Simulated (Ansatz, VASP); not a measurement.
Two plane-wave programs on LiF

```
Li F
1.0
     0.00000    2.03477    1.96974
     2.03477    0.00000    1.96974
     2.03477    2.03477    0.00000
Li F
1 1
Direct
  0.00000 0.00000 0.00000
  0.50000 0.50000 0.50000
```

Change from the starting cell: epitaxial_xy strain +2.0%.

Alike in both runs: task single point; functional r2SCAN; k mesh 10 × 10 × 10; no spin polarisation.

```csv
,VASP,Ansatz
version,VASP 6.6.1,Ansatz 0.2.0
potentials or method,"VASP PAW PBE potentials, release 64 (Li_sv, F)","plane waves, PAW"
plane-wave cutoff (eV),520,500
occupations,"gaussian, width 0.01 eV",fixed
valence electrons in the cell,10,10
```

|  | VASP | Ansatz | Ansatz less VASP |
| --- | --- | --- | --- |
| gap on the k mesh at the Fermi level (eV) | 10.25 | 10.04 | -0.205 |

 A k mesh can miss the band edges.
